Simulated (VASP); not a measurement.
# SrO in VASP: one cell, several levels of theory, part 2 of 2

VASP 6.6.1, plane waves, PAW. The steps go on from the part before.

### Step 3. Single point with r2SCAN

Contents of INCAR:

```
ENCUT = 520.000000
SIGMA = 0.010000
EDIFF = 1.00e-07
ALGO = Normal
METAGGA = R2SCAN
PREC = Accurate
IBRION = -1
ISIF = 2
ISMEAR = 0
NBANDS = 15
NELM = 120
NSW = 0
LASPH = .TRUE.
LCHARG = .FALSE.
LWAVE = .FALSE.
LREAL = .FALSE.
```

Contents of KPOINTS:

```
KPOINTS created by Atomic Simulation Environment
0
Gamma
8 8 8
0 0 0
```

Contents of KPOINTS_OPT:

```
special points
6
Reciprocal
0.0000000000 0.0000000000 0.0000000000 1
0.5000000000 0.0000000000 0.5000000000 1
0.6250000000 0.2500000000 0.6250000000 1
0.3750000000 0.3750000000 0.7500000000 1
0.5000000000 0.5000000000 0.5000000000 1
0.5000000000 0.2500000000 0.7500000000 1
```

Contents of POSCAR:

```
Sr O
 1.0000000000000000
     0.0265728912250000    2.5798923523249999    2.5798923523252575
     2.5798923523249999    0.0265728912250000    2.5798923523252575
     2.6064652436000002    2.6064652436000002    0.0000000000505150
 Sr  O
   1   1
Cartesian
  0.0000000000000000  0.0000000000000000  0.0000000000000000
  2.6064652435750006  2.6064652435750006  2.5798923523505155
```

The run is started by

```sh
$ mpirun -np 1 vasp_std
```

Standard output, without the iteration lines:

```text
POSCAR found type information on POSCAR SrO
 POSCAR found :  2 types and       2 ions
 -----------------------------------------------------------------------------
|                                                                             |
|                                                                             |
|     You enforced a specific xc type in the INCAR file but a different       |
|     I HOPE YOU KNOW WHAT YOU ARE DOING!                                     |
|                                                                             |
 -----------------------------------------------------------------------------

 LDA part: xc-table for (None), standard interpolation
 POSCAR, INCAR and KPOINTS ok, starting setup
 FFT: planning ... GRIDC
 FFT: planning ... GRID_SOFT
 FFT: planning ... GRID
 WAVECAR not read
 entering main loop
 Start KPOINTS_OPT (optional k-point list driver)
k-point batch [1-6\6]
```

OSZICAR:

```text
N       E                     dE             d eps       ncg     rms          rms(c)
DAV:   1     0.493313100686E+02    0.49331E+02   -0.85844E+03  2850   0.107E+03
DAV:   2    -0.313928867128E+02   -0.80724E+02   -0.73827E+02  4027   0.225E+02
DAV:   3    -0.346578166535E+02   -0.32649E+01   -0.32448E+01  3782   0.408E+01
DAV:   4    -0.347157269746E+02   -0.57910E-01   -0.57895E-01  3367   0.543E+00
DAV:   5    -0.347170796060E+02   -0.13526E-02   -0.13526E-02  3657   0.652E-01    0.157E+01
DAV:   6    -0.269114602162E+02    0.78056E+01   -0.45294E+00  4012   0.169E+01    0.148E+01
DAV:   7    -0.270370481710E+02   -0.12559E+00   -0.18030E-01  2878   0.382E+00    0.843E+00
DAV:   8    -0.270561692757E+02   -0.19121E-01   -0.90026E-02  2913   0.315E+00    0.803E-01
DAV:   9    -0.270529951928E+02    0.31741E-02   -0.17178E-02  3641   0.124E+00    0.244E-01
DAV:  10    -0.270529998611E+02   -0.46682E-05   -0.16990E-03  3060   0.414E-01    0.125E-01
DAV:  11    -0.270531843225E+02   -0.18446E-03   -0.33050E-04  2892   0.177E-01    0.708E-02
DAV:  12    -0.270531847130E+02   -0.39046E-06   -0.27994E-05  3683   0.432E-02    0.193E-02
DAV:  13    -0.270531820266E+02    0.26863E-05   -0.75412E-06  3571   0.267E-02    0.121E-02
DAV:  14    -0.270531816912E+02    0.33544E-06   -0.73195E-07  3417   0.769E-03    0.348E-03
DAV:  15    -0.270531815078E+02    0.18343E-06   -0.57579E-08  1700   0.218E-03    0.237E-03
DAV:  16    -0.270531814652E+02    0.42545E-07   -0.25949E-08  1565   0.143E-03
   1 F= -.27053181E+02 E0= -.27053181E+02  d E =-.257742E-70
       N       E                     dE             ncg
DAV:   1     0.196550899748E+04   -0.35807E+04      180
DAV:   2     0.149339670475E+04   -0.47211E+03      229
DAV:   3     0.147655105771E+04   -0.16846E+02      244
DAV:   4     0.147606249183E+04   -0.48857E+00      232
DAV:   5     0.147605405507E+04   -0.84368E-02      215
DAV:   6     0.147605372756E+04   -0.32751E-03      230
DAV:   7     0.147605371563E+04   -0.11933E-04      208
DAV:   8     0.147605371521E+04   -0.41662E-06      162
DAV:   9     0.147605371520E+04   -0.13555E-07      182
```

Parts of OUTCAR:

```text
k-points           NKPTS =     95   k-points in BZ     NKDIM =     95   number of bands    NBANDS=     15

   NELECT =      16.0000    total number of electrons

   dimension x,y,z NGX =    28 NGY =   28 NGZ =   28
   dimension x,y,z NGXF=    56 NGYF=   56 NGZF=   56

  energy-cutoff  :      520.00
  volume of cell :       34.34
      direct lattice vectors                 reciprocal lattice vectors
     0.026572891  2.579892352  2.579892352    -0.195823518  0.195823518  0.193806536
     2.579892352  0.026572891  2.579892352     0.195823518 -0.195823518  0.193806536
     2.606465244  2.606465244  0.000000000     0.191830680  0.191830680 -0.193806536

 k-points in reciprocal lattice and weights: KPOINTS created by Atomic Simulation Env
   0.00000000  0.00000000  0.00000000       0.002
   0.12500000 -0.00000000  0.00000000       0.008
   0.25000000 -0.00000000  0.00000000       0.008
   0.37500000 -0.00000000  0.00000000       0.008
   0.50000000 -0.00000000  0.00000000       0.004
   0.12500000  0.12500000  0.00000000       0.004
   0.25000000  0.12500000  0.00000000       0.008
   0.37500000  0.12500000  0.00000000       0.008
[... 87 more k-points ...]

 E-fermi :   1.4421

 k-point     1 :       0.0000    0.0000    0.0000
  band No.  band energies     occupation
      1     -32.2167      2.00000
      2     -14.7199      2.00000
      3     -13.2531      2.00000
      4     -13.2503      2.00000
      5     -13.2462      2.00000
      6       1.2744      2.00000
      7       1.2951      2.00000
      8       1.3192      2.00000
      9       5.8747      0.00000
     10       7.9211      0.00000
     11       8.0463      0.00000
     12       8.1776      0.00000
     13      10.3495      0.00000
     14      10.3504      0.00000
     15      14.5433      0.00000

 k-point     2 :       0.1250   -0.0000    0.0000
  band No.  band energies     occupation
      1     -32.1968      2.00000
      2     -15.0050      2.00000
      3     -13.2639      2.00000
      4     -13.2622      2.00000
      5     -13.0127      2.00000
      6       0.8856      2.00000
      7       1.0769      2.00000
      8       1.1127      2.00000
      9       6.5629      0.00000
     10       7.9387      0.00000
     11       8.2360      0.00000
     12       8.4130      0.00000
     13      10.7557      0.00000
     14      10.7558      0.00000
     15      15.5959      0.00000

 k-point     3 :       0.2500   -0.0000    0.0000
  band No.  band energies     occupation
      1     -32.1483      2.00000
      2     -15.5105      2.00000
      3     -13.2938      2.00000
      4     -13.2895      2.00000
      5     -12.6294      2.00000
      6       0.0834      2.00000
      7       0.6475      2.00000
      8       0.6975      2.00000
      9       7.8354      0.00000
     10       8.0999      0.00000
     11       9.0930      0.00000
     12       9.2834      0.00000
     13      11.7713      0.00000
     14      11.7737      0.00000
     15      17.6640      0.00000

 k-point     4 :       0.3750   -0.0000    0.0000
  band No.  band energies     occupation
      1     -32.0991      2.00000
      2     -15.9069      2.00000
      3     -13.3250      2.00000
      4     -13.3146      2.00000
      5     -12.3557      2.00000
      6      -0.5627      2.00000
      7       0.2686      2.00000
      8       0.3309      2.00000
      9       8.1370      0.00000
     10       9.6316      0.00000
     11      10.1475      0.00000
     12      10.3529      0.00000
     13      13.0271      0.00000
     14      13.0437      0.00000
     15      17.6263      0.00000

 k-point     5 :       0.5000   -0.0000    0.0000
  band No.  band energies     occupation
      1     -32.0785      2.00000
      2     -16.0536      2.00000
      3     -13.3377      2.00000
      4     -13.3249      2.00000
      5     -12.2599      2.00000
      6      -0.8034      2.00000
      7       0.1232      2.00000
      8       0.1903      2.00000
      9       8.3798      0.00000
     10      10.3058      0.00000
     11      10.6657      0.00000
     12      10.8712      0.00000
     13      13.8696      0.00000
     14      13.8965      0.00000
     15      17.0328      0.00000

 k-point     6 :       0.1250    0.1250    0.0000
  band No.  band energies     occupation
      1     -32.1912      2.00000
      2     -15.0389      2.00000
      3     -13.3068      2.00000
      4     -13.2963      2.00000
      5     -12.9414      2.00000
      6       0.5690      2.00000
      7       1.2048      2.00000
      8       1.2527      2.00000
      9       6.6214      0.00000
     10       7.3599      0.00000
     11       8.5915      0.00000
     12       8.8301      0.00000
     13      10.5634      0.00000
     14      11.1604      0.00000
     15      15.8532      0.00000

 k-point     7 :       0.2500    0.1250    0.0000
  band No.  band energies     occupation
      1     -32.1532      2.00000
      2     -15.3649      2.00000
      3     -13.3551      2.00000
      4     -13.3308      2.00000
      5     -12.7255      2.00000
      6       0.0864      2.00000
      7       0.9416      2.00000
      8       0.9868      2.00000
      9       7.0622      0.00000
     10       7.6672      0.00000
     11       9.4431      0.00000
     12       9.5083      0.00000
     13      11.1637      0.00000
     14      12.0108      0.00000
     15      17.6016      0.00000

 k-point     8 :       0.3750    0.1250    0.0000
  band No.  band energies     occupation
      1     -32.1045      2.00000
      2     -15.7232      2.00000
      3     -13.3805      2.00000
      4     -13.3786      2.00000
      5     -12.5291      2.00000
      6      -0.2852      2.00000
      7       0.4661      2.00000
      8       0.5948      2.00000
      9       7.4666      0.00000
     10       8.9070      0.00000
     11      10.4300      0.00000
     12      10.4390      0.00000
     13      12.3939      0.00000
     14      12.9537      0.00000
     15      17.8230      0.00000

 k-point     9 :       0.5000    0.1250    0.0000
  band No.  band energies     occupation
      1     -32.0737      2.00000
      2     -15.9277      2.00000
      3     -13.4375      2.00000
      4     -13.3687      2.00000
      5     -12.4151      2.00000
      6      -0.5348      2.00000
      7       0.2730      2.00000
      8       0.2940      2.00000
      9       8.2142      0.00000
     10       9.3069      0.00000
     11      10.8909      0.00000
     12      11.3888      0.00000
     13      13.6163      0.00000
     14      13.9311      0.00000
     15      16.3876      0.00000

 k-point    10 :      -0.3750    0.1250   -0.0000
  band No.  band energies     occupation
      1     -32.0795      2.00000
      2     -15.8995      2.00000
      3     -13.4684      2.00000
      4     -13.3265      2.00000
      5     -12.4120      2.00000
      6      -0.5470      2.00000
      7       0.1745      2.00000
      8       0.4839      2.00000
      9       8.1719      0.00000
     10       9.3643      0.00000
     11      10.3590      0.00000
     12      11.1810      0.00000
     13      13.4591      0.00000
     14      13.8018      0.00000
     15      16.6488      0.00000

 k-point    11 :      -0.2500    0.1250   -0.0000
  band No.  band energies     occupation
      1     -32.1183      2.00000
      2     -15.6524      2.00000
      3     -13.4414      2.00000
      4     -13.2781      2.00000
      5     -12.5387      2.00000
      6      -0.2335      2.00000
      7       0.3412      2.00000
      8       0.8585      2.00000
      9       7.6652      0.00000
     10       8.6263      0.00000
     11       9.3057      0.00000
     12      10.4066      0.00000
     13      12.2414      0.00000
     14      12.5947      0.00000
     15      18.2929      0.00000

 k-point    12 :      -0.1250    0.1250    0.0000
  band No.  band energies     occupation
      1     -32.1668      2.00000
      2     -15.2886      2.00000
      3     -13.3561      2.00000
      4     -13.2520      2.00000
      5     -12.7816      2.00000
      6       0.3330      2.00000
      7       0.7046      2.00000
      8       1.1469      2.00000
      9       7.3763      0.00000
     10       7.6115      0.00000
     11       8.4908      0.00000
     12       9.3573      0.00000
     13      11.1094      0.00000
     14      11.5708      0.00000
     15      17.0238      0.00000

[... the tables of k-points 13 to 95 left out ...]

  Total        0.1142226      0.1142226      0.1079925     -0.2446924     -0.0000000     -0.0000000
  in kB        5.3293460      5.3293460      5.0386637    -11.4167484     -0.0000000     -0.0000000
  external PRESSURE =       5.2324519 kB  Pullay stress =       0.0000000 kB

 POSITION                                       TOTAL-FORCE (eV/Angst)
 -----------------------------------------------------------------------------------
      0.00000      0.00000      0.00000        -0.000000     -0.000000      0.000000
      2.60647      2.60647      2.57989         0.000000      0.000000     -0.000000
 -----------------------------------------------------------------------------------
    total drift:                                0.000000      0.000000      0.000000

  FREE ENERGIE OF THE ION-ELECTRON SYSTEM (eV)
  ---------------------------------------------------
  free  energy   TOTEN  =       -27.0531814652 eV

  energy  without entropy=      -27.0531814652  energy(sigma->0) =      -27.05318147
```

Hardware: 1 MPI rank of Intel Xeon 6975P-C, shared host.

The levels at the points of KPOINTS_OPT are read from vasprun.xml.

Band energies at the special points (eV, zero at the top of v, the last band that the electrons fill by count):

```tsv
point	v−1	v	c	c+1
Γ	-0.02	0.00	4.56	6.60
X	-0.12	-0.12	3.72	8.41
U	-0.59	-0.50	5.24	8.43
K	-0.54	-0.51	5.17	8.49
L	-1.14	-1.07	7.01	8.96
W	-0.46	-0.46	6.50	6.50
```

The r2SCAN gap is 3.72 eV and indirect (Γ to (0.50, 0.50, 0.00)), with 3.81 eV as the least direct one. Pressure: 0.52 GPa; the forces vanish within 0.01 eV/Å.

### Step 4. What came out

This closing draws on all 2 parts.

| level | gap (eV) | pressure (GPa) | Ansatz: gap (eV) | Ansatz: pressure (GPa) |
| --- | --- | --- | --- | --- |
| PBE | 3.25 | 2.36 | 3.29 | 1.80 |
| r2SCAN | 3.72 | 0.52 | 3.77 | 0.00 |

The gap spans 3.25 eV (PBE) to 3.72 eV (r2SCAN). At this one volume the pressure spans 0.5 GPa (r2SCAN) to 2.4 GPa (PBE): PBE wants the largest cell and r2SCAN the smallest. The two programs agree on the gap within 0.06 eV, far less than the spread between functionals. The two codes have different PAW datasets and cutoffs.
